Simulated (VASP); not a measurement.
# Li (P4/mmm) in VASP: settings compared

One crystal, Li, is run at these levels: AM05, PW91, r2SCAN; tasks: band structure.

Program: VASP 6.6.1. These are calculated values, not measurements. Logs are shortened: lines on timing, memory, paths and dates and some standing lists are left out, and cuts for length are marked.

## Step 1: The structure

Symmetry: P4/mmm, No. 123, tetragonal system. The conventional cell has a = 5.334 Å, b = 5.334 Å, c = 2.803 Å, α = 90.00°, β = 90.00°, γ = 90.00°. Around Li (site symmetry mmm) lie 4 Li at 2.67 to 2.80 Å. Li (site symmetry 4/mmm) has 6 Li at 2.67 to 2.80 Å as nearest neighbours.

The cell was built by a generator and needn't be a form met in nature.

## Step 2: Band structure, AM05

The input, INCAR:

```
SYSTEM = Li
PREC = Accurate
ENCUT = 520
EDIFF = 1E-7
ISMEAR = -1
SIGMA = 0.05
LREAL = .False.
LASPH = .True.
NELM = 100
ALGO = Normal
ISIF = 2
LWAVE = .False.
LCHARG = .False.
GGA = AM
NBANDS = 12
```

The input, KPOINTS:

```
Automatic mesh
0
Gamma
  5 5 9
  0 0 0
```

The input, POSCAR:

```
Li
1.0
    5.3344400000      0.0000000000      0.0000000000
    0.0000000000      5.3344400000      0.0000000000
    0.0000000000      0.0000000000      2.8026500000
Li
3
Direct
    0.5000000000      0.0000000000      0.5000000000
    0.0000000000      0.5000000000      0.5000000000
    0.5000000000      0.5000000000      0.5000000000
```

The input, KPOINTS_OPT:

```
path GXMGZRAZ,XR,MA
15
line-mode
reciprocal
 0.0000000000  0.0000000000  0.0000000000  G
 0.0000000000  0.5000000000  0.0000000000  X

 0.0000000000  0.5000000000  0.0000000000  X
 0.5000000000  0.5000000000  0.0000000000  M

 0.5000000000  0.5000000000  0.0000000000  M
 0.0000000000  0.0000000000  0.0000000000  G

 0.0000000000  0.0000000000  0.0000000000  G
 0.0000000000  0.0000000000  0.5000000000  Z

 0.0000000000  0.0000000000  0.5000000000  Z
 0.0000000000  0.5000000000  0.5000000000  R

 0.0000000000  0.5000000000  0.5000000000  R
 0.5000000000  0.5000000000  0.5000000000  A

 0.5000000000  0.5000000000  0.5000000000  A
 0.0000000000  0.0000000000  0.5000000000  Z

 0.0000000000  0.5000000000  0.0000000000  X
 0.0000000000  0.5000000000  0.5000000000  R

 0.5000000000  0.5000000000  0.0000000000  M
 0.5000000000  0.5000000000  0.5000000000  A
```

Potentials or basis: VASP PAW PBE potentials, release 64 (Li_sv).

Started as:

```bash
> cat potpaw_PBE.64/Li_sv/POTCAR > POTCAR
> mpirun -np 1 vasp_std > vasp.out
```

OUTCAR:

```text
SYSTEM = Li
   PREC = Accurate
   ENCUT = 520
   EDIFF = 1E-7
   ISMEAR = -1
   LREAL = .False.
   LASPH = .True.
   NELM = 100
   ISIF = 2
   GGA = AM

 ion  position               nearest neighbor table
   1  0.500  0.000  0.500-
   2  0.000  0.500  0.500-
   3  0.500  0.500  0.500-

  LATTYP: Found a simple tetragonal cell.
 ALAT       =     5.3344400000
 C/A-ratio  =     0.5253878570

  Lattice vectors:

 A1 = (   5.3344400000,   0.0000000000,   0.0000000000)
 A2 = (   0.0000000000,   5.3344400000,   0.0000000000)
 A3 = (   0.0000000000,   0.0000000000,   2.8026500000)

Analysis of symmetry for initial positions (statically):
=====================================================================
 Subroutine PRICEL returns:
 Original cell was already a primitive cell.

 Routine SETGRP: Setting up the symmetry group for a
 simple tetragonal supercell.

 Subroutine GETGRP returns: Found 16 space group operations
 (whereof 16 operations were pure point group operations)
 out of a pool of 16 trial point group operations.

The static configuration has the point symmetry D_4h.

Analysis of symmetry for dynamics (positions and initial velocities):
=====================================================================
 Subroutine PRICEL returns:
 Original cell was already a primitive cell.

 Routine SETGRP: Setting up the symmetry group for a
 simple tetragonal supercell.

 Subroutine GETGRP returns: Found 16 space group operations
 (whereof 16 operations were pure point group operations)
 out of a pool of 16 trial point group operations.

The dynamic configuration has the point symmetry D_4h.

 Subroutine INISYM returns: Found 16 space group operations
 (whereof 16 operations are pure point group operations),
 and found     1 'primitive' translations

----------------------------------------------------------------------------------------

                                     Primitive cell

  volume of cell :      79.7529

  direct lattice vectors                    reciprocal lattice vectors
     5.334440000  0.000000000  0.000000000     0.187461102  0.000000000  0.000000000
     0.000000000  5.334440000  0.000000000     0.000000000  0.187461102  0.000000000
     0.000000000  0.000000000  2.802650000     0.000000000  0.000000000  0.356805167

  length of vectors
[... 93 lines left out ...]
   TEBEG  =    0.0;   TEEND  =   0.0 temperature during run
   PSTRESS=    0.0 pullay stress
   NELECT =       9.0000    total number of electrons
   NUPDOWN=      -1.0000    fix difference up-down
   EMIN   =  10.00;   EMAX   =-10.00  energy-range for DOS
   EFERMI =   0.00;   METHOD = LEGACY
   ISMEAR =    -1;   SIGMA  =   0.05  broadening in eV -4-tet -1-fermi 0-gaus
   EFERMI_NEDOS =   21; number of points for ismear=-14 and -15
   IALGO  =     38    algorithm
   IMIX   =      4    mixing-type and parameters
     AMIX     =   0.40;   BMIX     =  1.00
     AMIX_MAG =   1.60;   BMIX_MAG =  1.00
  volume/ion in A,a.u.               =      26.58       179.40
  Fermi-wavevector in a.u.,A,eV,Ry     =   0.791116  1.494992  8.515403  0.625864
  Thomas-Fermi vector in A             =   1.896592
   LORBIT       =      0    0 simple, 1 ext, 2 COOP (PROOUT), +10 PAW based schemes
   GGA     = AM    functional components
   LHFCALC =     F    Hartree Fock is set to
   AEXX    =    0.0000 exact exchange contribution
   IVDW    =     0    specifies the selected vdW correction
   LEPSILON=     F    determine dielectric tensor
   LRPA    =     F    only Hartree local field effects (RPA)
 non-spin polarized calculation
  energy-cutoff  :      520.00
  volume of cell :       79.75
 maximum number of plane-waves:      2166
 NGX is ok and might be reduce to    40
   NGX = 19   NGY = 19   NGZ = 11

 number of electron       8.9999993 magnetization

 Free energy of the ion-electron system (eV)
  ---------------------------------------------------
  ext. energy  EPLUGINS =         0.00000000
  ---------------------------------------------------
  free energy    TOTEN  =        -4.76783966 eV

  energy without entropy =       -4.75818740  energy(sigma->0) =       -4.76301353

 E-fermi :  -0.1422     XC(G=0):  -6.2529

 val. band max:       -0.1716301389   @ k =   0.4000   0.2000   0.0000
 cond. band min:      -0.1037469510   @ k =   0.0000   0.0000   0.0000
 fundamental gap:      0.0678831879
 Fermi energy:        -0.1422406536

 k-point     1 :       0.0000    0.0000    0.0000
  band No.  band energies     occupation
      1     -46.5533      2.00000
      2     -46.5516      2.00000
      3     -46.0207      2.00000
      4      -3.2050      2.00000
      5      -0.1037      0.63301
      6      -0.1037      0.63301
      7       2.3657      0.00000
      8       2.8719      0.00000
      9       4.7161      0.00000
     10       4.7161      0.00000
     11       6.4953      0.00000
     12       8.8323      0.00000
[... 331 lines left out ...]
 k-point    24 :       0.4000    0.4000    0.3333
  band No.  band energies     occupation
      1     -46.5401      2.00000
      2     -46.5400      2.00000
      3     -46.0090      2.00000
      4      -0.4208      1.99242
      5       0.5584      0.00000
      6       0.6541      0.00000
      7       2.0201      0.00000
      8       4.8620      0.00000
      9       5.2287      0.00000
     10       5.4734      0.00000
     11       7.6374      0.00000
     12       8.2751      0.00000

 [... further k-points ...]

------------------------ aborting loop because EDIFF is reached ----------------------------------------

  FORCE on cell =-STRESS in cart. coord.  units (eV):
  Direction    XX          YY          ZZ          XY          YZ          ZX
  --------------------------------------------------------------------------------------
  -------------------------------------------------------------------------------------
  Total        0.0425941      0.0425941     -0.0165541      0.0000000      0.0000000      0.0000000
  in kB        0.8556844      0.8556844     -0.3325588      0.0000000      0.0000000      0.0000000
  external PRESSURE =       0.4596034 kB  Pullay stress =       0.0000000 kB

 VOLUME and BASIS-vectors are now :
 -----------------------------------------------------------------------------
  energy-cutoff  :      520.00
  volume of cell :       79.75
      direct lattice vectors                 reciprocal lattice vectors
     5.334440000  0.000000000  0.000000000     0.187461102  0.000000000  0.000000000
     0.000000000  5.334440000  0.000000000     0.000000000  0.187461102  0.000000000
     0.000000000  0.000000000  2.802650000     0.000000000  0.000000000  0.356805167

 POSITION                                       TOTAL-FORCE (eV/Angst)
 -----------------------------------------------------------------------------------
      2.66722      0.00000      1.40132         0.000000      0.000000      0.000000
      0.00000      2.66722      1.40132         0.000000      0.000000      0.000000
      2.66722      2.66722      1.40132         0.000000      0.000000      0.000000
 -----------------------------------------------------------------------------------
    total drift:                                0.000000      0.000000     -0.000000

  FREE ENERGIE OF THE ION-ELECTRON SYSTEM (eV)
  ---------------------------------------------------
  free  energy   TOTEN  =        -4.7678396553 eV

  energy  without entropy=       -4.7581874047  energy(sigma->0) =       -4.76301353
```

OSZICAR:

```text
N       E                     dE             d eps       ncg     rms          rms(c)
DAV:   1     0.316073500003E+02    0.31607E+02   -0.43128E+03   720   0.653E+02
DAV:   2     0.388987823551E+01   -0.27717E+02   -0.26949E+02   812   0.154E+02
DAV:   3    -0.465992412311E+01   -0.85498E+01   -0.84196E+01  1392   0.428E+01
DAV:   4    -0.486141814156E+01   -0.20149E+00   -0.20133E+00   932   0.122E+01
DAV:   5    -0.487124044643E+01   -0.98223E-02   -0.98218E-02  1156   0.181E+00    0.111E+00
DAV:   6    -0.479868105002E+01    0.72559E-01   -0.48894E-02   992   0.716E-01    0.600E-01
DAV:   7    -0.476718689001E+01    0.31494E-01   -0.80266E-02   980   0.145E+00    0.129E-01
DAV:   8    -0.476782767722E+01   -0.64079E-03   -0.49717E-03  1064   0.477E-01    0.417E-02
DAV:   9    -0.476784139249E+01   -0.13715E-04   -0.10850E-04  1044   0.690E-02    0.221E-02
DAV:  10    -0.476783740385E+01    0.39886E-05   -0.17310E-05   984   0.266E-02    0.774E-03
[... 42 further cycles ...]
DAV:  10    -0.836858039959E+04   -0.21268E-07      636
       N       E                     dE             ncg
DAV:   1    -0.331973237740E+03   -0.75808E+04      360
DAV:   2    -0.749207329241E+03   -0.41723E+03      416
DAV:   3    -0.877875315044E+03   -0.12867E+03      704
DAV:   4    -0.880142430193E+03   -0.22671E+01      432
DAV:   5    -0.880230957083E+03   -0.88527E-01      568
DAV:   6    -0.880231994162E+03   -0.10371E-02      428
DAV:   7    -0.880232051936E+03   -0.57774E-04      564
DAV:   8    -0.880232052660E+03   -0.72407E-06      432
DAV:   9    -0.880232052681E+03   -0.21031E-07      320
```

It took 49 s on 1 thread of AMD EPYC 9R45 (Zen 5), shared host; peak memory 0.15 GiB.

What came out:

* Free energy: -4.7678 eV
* Band gap along the path: none (metal or under the smearing width)

Levels at the corners of the path, in eV from the Fermi level:
```tsv
point	band 1	band 2	band 3	band 4	band 5	band 6	band 7	band 8	band 9
Γ	-46.41	-46.41	-45.88	-3.06	0.04	0.04	2.51	3.01	4.86
X	-46.41	-46.41	-45.88	-2.24	-1.84	0.64	2.48	3.40	3.41
X	-46.41	-46.41	-45.88	-2.24	-1.84	0.64	2.48	3.40	3.41
M	-46.41	-46.41	-45.88	-1.58	-0.93	-0.93	-0.34	5.89	7.03
M	-46.41	-46.41	-45.88	-1.58	-0.93	-0.93	-0.34	5.89	7.03
Γ	-46.41	-46.41	-45.88	-3.06	0.04	0.04	2.51	3.01	4.86
Γ	-46.41	-46.41	-45.88	-3.06	0.04	0.04	2.51	3.01	4.86
Z	-46.39	-46.39	-45.86	-0.39	2.17	3.26	3.66	3.66	4.96
Z	-46.39	-46.39	-45.86	-0.39	2.17	3.26	3.66	3.66	4.96
R	-46.39	-46.39	-45.86	0.39	1.48	2.77	2.80	4.14	4.55
R	-46.39	-46.39	-45.86	0.39	1.48	2.77	2.80	4.14	4.55
A	-46.39	-46.39	-45.86	1.52	1.81	1.81	3.01	3.79	3.86
A	-46.39	-46.39	-45.86	1.52	1.81	1.81	3.01	3.79	3.86
Z	-46.39	-46.39	-45.86	-0.39	2.17	3.26	3.66	3.66	4.96
X	-46.41	-46.41	-45.88	-2.24	-1.84	0.64	2.48	3.40	3.41
R	-46.39	-46.39	-45.86	0.39	1.48	2.77	2.80	4.14	4.55
M	-46.41	-46.41	-45.88	-1.58	-0.93	-0.93	-0.34	5.89	7.03
A	-46.39	-46.39	-45.86	1.52	1.81	1.81	3.01	3.79	3.86
```

Caveat: the cutoff is under 1.25 times the usual one of these potentials, so pressure, stress and relaxed cells hold a basis-set (Pulay) error; the PAW data sets were made with another functional, which shifts forces and pressure a little.

## Step 3: Band structure, PW91

Edit INCAR of step 2 so:

```diff
@@ -13,3 +13,3 @@
 LCHARG = .False.
-GGA = AM
+GGA = 91
 NBANDS = 12
```

KPOINTS is that of step 2.

POSCAR is that of step 2.

KPOINTS_OPT is that of step 2.

Potentials or basis: VASP PAW PBE potentials, release 64 (Li_sv).

Started as:

```bash
> cat potpaw_PBE.64/Li_sv/POTCAR > POTCAR
> mpirun -np 1 vasp_std > vasp.out
```

It took 46 s on 1 thread of AMD EPYC 9R45 (Zen 5), shared host; peak memory 0.15 GiB.

The run converged. Its results:

| Quantity | Value |
| --- | --- |
| Free energy | -4.7792 eV |
| Band gap along the path | none (metal or under the smearing width) |

Levels at the corners of the path, in eV from the Fermi level:
```tsv
point	band 2	band 3	band 4	band 5	band 6	band 7
Γ	-47.37	-46.79	-3.06	0.05	0.05	2.44
X	-47.37	-46.79	-2.26	-1.81	0.64	2.54
X	-47.37	-46.79	-2.26	-1.81	0.64	2.54
M	-47.37	-46.79	-1.59	-0.94	-0.94	-0.24
M	-47.37	-46.79	-1.59	-0.94	-0.94	-0.24
Γ	-47.37	-46.79	-3.06	0.05	0.05	2.44
Γ	-47.37	-46.79	-3.06	0.05	0.05	2.44
Z	-47.35	-46.78	-0.38	2.17	3.21	3.66
Z	-47.35	-46.78	-0.38	2.17	3.21	3.66
R	-47.35	-46.78	0.39	1.48	2.77	2.80
R	-47.35	-46.78	0.39	1.48	2.77	2.80
A	-47.35	-46.78	1.53	1.79	1.79	2.98
A	-47.35	-46.78	1.53	1.79	1.79	2.98
Z	-47.35	-46.78	-0.38	2.17	3.21	3.66
X	-47.37	-46.79	-2.26	-1.81	0.64	2.54
R	-47.35	-46.78	0.39	1.48	2.77	2.80
M	-47.37	-46.79	-1.59	-0.94	-0.94	-0.24
A	-47.35	-46.78	1.53	1.79	1.79	2.98
```

Caveat: the cutoff is under 1.25 times the usual one of these potentials, so pressure, stress and relaxed cells hold a basis-set (Pulay) error; the PAW data sets were made with another functional, which shifts forces and pressure a little.

[end of part 1 of 2]
